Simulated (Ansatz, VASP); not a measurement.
# One calculation of BeS, two programs

```
CELL_PARAMETERS angstrom
0.00000 2.40872 2.40872
2.40872 0.00000 2.40872
2.40872 2.40872 0.00000
ATOMIC_POSITIONS crystal
S 0.75000 0.75000 0.75000
Be 0.00000 0.00000 0.00000
```

Alike in both runs: task single point; functional PBE; k mesh 9 × 9 × 9; occupations fermi-dirac, width 0.05 eV; no spin polarisation.

```csv
,VASP,Ansatz
version,VASP 6.6.1,Ansatz 0.2.0
potentials or method,"VASP PAW PBE potentials, release 64 (S, Be)",Ansatz PAW
plane-wave cutoff (eV),520,420
valence electrons in the cell,8,8
```

```tsv
	VASP	Ansatz	Ansatz less VASP
gap on the k mesh at the Fermi level (eV)	3.16	3.16	-0.001
least direct gap on the mesh (eV)	5.66	5.64	-0.019
pressure (GPa)	3.6	3.6	-0.01
```

Caveats: an odd mesh through Γ misses points on the zone boundary, where band edges often lie (VASP); odd divisions of the mesh miss points on the zone boundary, where band edges often lie, so the gap on the mesh can be too wide (Ansatz).
